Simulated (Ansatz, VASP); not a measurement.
Li2O: VASP beside Ansatz

The input INCAR:

```
SYSTEM = Li2O
  ALGO = Normal
  EDIFF = 1E-6
  ENCUT = 520
  ISIF = 2
  ISMEAR = 0
  LASPH = .True.
  LCHARG = .True.
  LELF = .True.
  LMIXTAU = .True.
  LREAL = .False.
  LVHAR = .True.
  LWAVE = .False.
  METAGGA = R2SCAN
  NBANDS = 13
  NELM = 60
  PREC = Accurate
  SIGMA = 0.01
```

File KPOINTS:

```
k-points
0
Gamma
  10 10 10
  0 0 0
```

The input POSCAR:

```
Li2O
1.0
   -0.0679431983      2.2870163156      2.2870163156
    2.2870163156     -0.0679431983      2.2870163156
    2.2870163156      2.2870163156     -0.0679431983
O Li
1 2
Direct
    0.0000000000      0.0000000000      0.0000000000
    0.2502355188      0.2502355188      0.2502355188
    0.7497644812      0.7497644812      0.7497644812
```

Input for Ansatz:

```yaml
crystal:
  lattice:
    - [-0.0679431983, 2.2870163156, 2.2870163156]
    - [2.2870163156, -0.0679431983, 2.2870163156]
    - [2.2870163156, 2.2870163156, -0.0679431983]
  atoms:
    - { symbol: O, position: [0.0, 0.0, 0.0] }
    - { symbol: Li, position: [0.2502355188, 0.2502355188, 0.2502355188] }
    - { symbol: Li, position: [0.7497644812, 0.7497644812, 0.7497644812] }
kpoints:
  mp_grid: { grid: [10, 10, 10] }
  band_path:
    path:
      - [0.0, 0.0, 0.0]
      - [0.5, 0.0, 0.5]
      - [0.625, 0.25, 0.625]
      - [0.375, 0.375, 0.75]
      - [0.5, 0.5, 0.5]
      - [0.5, 0.25, 0.75]
      - [0.0, 0.5, 0.5]
    npoints: 1
hamiltonian:
  xc: r2scan
scf:
  occupations: { method: fixed }
  n_extra_bands: 4
output:
  forces: true
  stress: true
  eigenvalues: true
```

Change from the starting cell: epitaxial_111 strain +3.0%.

Alike in both runs: task single point; functional r2SCAN; k mesh 10 × 10 × 10; no spin polarisation.

```csv
,VASP,Ansatz
version,VASP 6.6.1,Ansatz 0.2.0
potentials or method,"VASP PAW PBE potentials, release 64 (O, Li_sv)","plane waves, PAW"
plane-wave cutoff (eV),520,500
occupations,"gaussian, width 0.01 eV",fixed
valence electrons in the cell,12,12
```

Ansatz gave:

| Item | Value |
| --- | --- |
| gap on the k mesh at the Fermi level (eV) | 5.60 |
| rms of the force components (eV/Å) | 0.000 |

Q: Which values does VASP return?

A: gap on the k mesh at the Fermi level (eV): 5.57; rms of the force components (eV/Å): 0.008.

Atom by atom the forces differ by 0.008 eV/Å (rms over components).

Caveats: the PAW data sets were made with another functional, which shifts forces and pressure a little (VASP). A k mesh can miss the band edges.
